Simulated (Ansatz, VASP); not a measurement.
Given: the input of a run of Ansatz 0.2.0 on Tc.

File input.yaml:

```yaml
crystal:
  lattice:
    - [0.0, 1.910192912, 1.910192912]
    - [1.910192912, 0.0, 1.910192912]
    - [1.910192912, 1.910192912, 0.0]
  atoms:
    - { symbol: Tc, position: [0.0, 0.0, 0.0] }
kpoints:
  mp_grid: { grid: [12, 12, 12] }
scf:
  occupations: { method: fermi_dirac, width: 0.05 }
hamiltonian:
  xc: pbe
  pseudopotentials: { kind: all_electron, lapw: { basis_error: 0.0005 } }
output:
  forces: true
  stress: true
  eigenvalues: true
```

Potentials or basis: all-electron LAPW, scalar-relativistic.

Run with:

```console
$ ansatz run input.yaml --threads 1 --pin off --max-ram 2560MiB --backend cpu --events-out ev --progress --plain --runs-dir out
```

Problem. Set up the same calculation for VASP 6.6.1. Potentials there: VASP PAW PBE potentials, release 64 (Tc_pv).

Solution. As run (the cutoff follows the program's own potentials):

The input INCAR:

```
  PREC = Accurate
  ENCUT = 520
  EDIFF = 1E-6
  ISMEAR = -1
  SIGMA = 0.05
  LREAL = False
  LASPH = True
  NELM = 80
  ALGO = Normal
  ISIF = 2
  LWAVE = False
  LCHARG = False
  GGA = PE
  NBANDS = 12
```

Contents of KPOINTS:

```
regular mesh
0
Gamma
  12 12 12
```

The input POSCAR:

```
Tc
1.0
    0.0000000000      1.9101929120      1.9101929120
    1.9101929120      0.0000000000      1.9101929120
    1.9101929120      1.9101929120      0.0000000000
Tc
1
Direct
    0.0000000000      0.0000000000      0.0000000000
```

Potentials or basis: VASP PAW PBE potentials, release 64 (Tc_pv).

Command:

```bash
$ cat potpaw_PBE.64/Tc_pv/POTCAR > POTCAR
$ mpirun -np 1 vasp_std > vasp.out
```

Both were run:

|  | VASP | Ansatz | Ansatz less VASP |
| --- | --- | --- | --- |
| gap on the k mesh at the Fermi level (eV) | none | none | - |
| pressure (GPa) | 12.3 | 12.9 | +0.64 |

A gap of «none» marks a metal or a gap that the smearing closes. Ansatz ran all-electron here, so the differences hold the error of VASP's frozen core and of both bases.
